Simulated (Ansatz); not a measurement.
Runs of Ansatz 0.2.0 on In. Symmetry: I4/mmm, No. 139, tetragonal system. The conventional cell has a = 3.251 Å, b = 3.251 Å, c = 4.947 Å, α = 90.00°, β = 90.00°, γ = 90.00°. In (site symmetry 4/mmm) has 12 In at 3.25 to 3.38 Å as nearest neighbours. 

| task | level | spin | cell | k mesh | cutoff (eV) | smearing | broadening | other keys | gap on the mesh (eV) | pressure (GPa) |
| --- | --- | --- | --- | --- | --- | --- | --- | --- | --- | --- |
| density of states | LDA | SOC, no magnetisation | as given | 11 × 11 × 11 | 420 | fermi-dirac 0.15 eV | - | - | none | (a) |
| density of states | PBE | off | volume scaled by 1.04 | 11 × 11 × 11 | 420 | fermi-dirac 0.05 eV | - | accuracy = high; scf.algorithm = density_mixing | none | 0.4 |
| relaxation of cell and atoms | BLYP | non-collinear, random start, SOC | relaxed from: cell strained at random at fixed volume | 8 × 7 × 9 | 400 | fermi-dirac 0.15 eV | - | scf.lower_state_search = standard; basis.ecutwfc = 29.4 Ry | none | 0.0 |
| optical spectrum | PBE | SOC, no magnetisation | as given | 11 × 11 × 11 | 420 | tetrahedron | 0.1 eV | basis.ecutrho_ratio = 6; accuracy = high | none | - |

Alike in all rows: potentials or basis Ansatz PAW.

Estimate the missing entries.

(a) -2.5.

Caveats: the PAW data sets come from PBE, with cores solved anew for the run's functional, which leaves a small shift of forces and pressure (some runs); the plane-wave basis is chosen anew once the cell has moved, so the energies of steps on either side of that aren't comparable (some runs); the starting moments weren't kept (some runs); the cutoff lies under the one recommended for these potentials (some runs).

A k mesh can miss the band edges, and rows without SOC leave out spin-orbit coupling on In.

A gap of «none» marks a metal or a gap under the smearing width.
